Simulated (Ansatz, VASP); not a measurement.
## MgO: VASP beside Ansatz

```
Mg O
1.0
     2.03800    2.03800    0.00000
    -2.03800    2.03800    0.00000
     0.00000    2.03800    2.10520
Mg O
1 1
Direct
  0.00000 0.00000 0.00000
  0.50000 0.50000 0.00000
```

Change from the starting cell: in-plane strain -0.02, out-of-plane length and atoms relaxed by PAW.

Alike in both runs: functional LDA; k mesh 10 × 10 × 10; no spin polarisation.

Ansatz relaxed the structure, and its values are those at the end. VASP's run is a single point on that final structure, the one shown.

```csv
,VASP,Ansatz
version,VASP 6.6.1,Ansatz 0.2.0
potentials or method,"VASP PAW LDA potentials, release 64 (Mg, O)","PAW with Ansatz's default frozen-core files, scalar-relativistic"
plane-wave cutoff (eV),520,420
occupations,"gaussian, width 0.01 eV",fixed
valence electrons in the cell,8,16
```

Ansatz gave:

| Property | Result |
| --- | --- |
| gap on the k mesh at the Fermi level (eV) | 5.28 |
| pressure (GPa) | 5.5 |

Problem. What did VASP give for the same quantities?

Solution. gap on the k mesh at the Fermi level (eV): 5.28; pressure (GPa): 3.9.

The two sets of potentials don't hold the same shells in valence.
